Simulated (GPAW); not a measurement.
Crystal: Te.

```
Te
1.0
     2.30590    1.33131    1.69095
    -2.30590    1.33131    1.69095
     0.00000   -2.66263    1.69095
Te
1
Cartesian
  0.0000 0.0000 2.5364
```

This isn't the form of Te at room conditions, which is trigonal, of chains.

```yaml
Program: GPAW 26.7.0
Task: relaxation of cell and atoms
Functional: RPBE
Potentials_or_basis: the program's PAW data sets (release 1.2.1) made for this functional
Cutoff: 600 eV
Basis: pw
k_mesh: 9 × 9 × 9
Occupations: fermi-dirac, width 0.05 eV
Spin: no spin polarisation
```

At the start: pressure 3.5 GPa; volume 31.15 Å³/atom.

Question: Where does the relaxation end?

Answer: Over 9 steps the energy falls by 27.0 meV/atom and the volume is 33.54 Å³/atom (+7.7 %); space group R-3m (No. 166, to 0.05 Å).

Step by step:
| step | energy change (eV) | largest force (eV/Å) | pressure (GPa) | volume (Å³) |
| --- | --- | --- | --- | --- |
| 1 | 0.0000 | 0.0000 | 3.53 | 31.15 |
| 2 | -0.0156 | 0.0000 | 1.84 | 32.08 |
| 3 | -0.0227 | 0.0000 | 0.13 | 33.21 |
| 4 | -0.0232 | 0.0000 | -0.05 | 33.36 |
| 5 | -0.0246 | 0.0000 | -0.41 | 33.69 |
| 6 | -0.0258 | 0.0000 | -0.59 | 33.90 |
| 7 | -0.0267 | 0.0000 | -0.45 | 33.85 |
| 8 | -0.0270 | 0.0000 | -0.11 | 33.62 |
| 9 | -0.0270 | 0.0000 | 0.00 | 33.54 |

Final structure:
```yaml
crystal:
  lattice:
    - [2.30203, 1.32908, 1.82727]
    - [-2.30203, 1.32908, 1.82727]
    - [0.00000, -2.65816, 1.82727]
  atoms:
    - { symbol: Te, position: [0.50000, 0.50000, 0.50000] }
```

Caveat: later steps reuse the first step's grids.
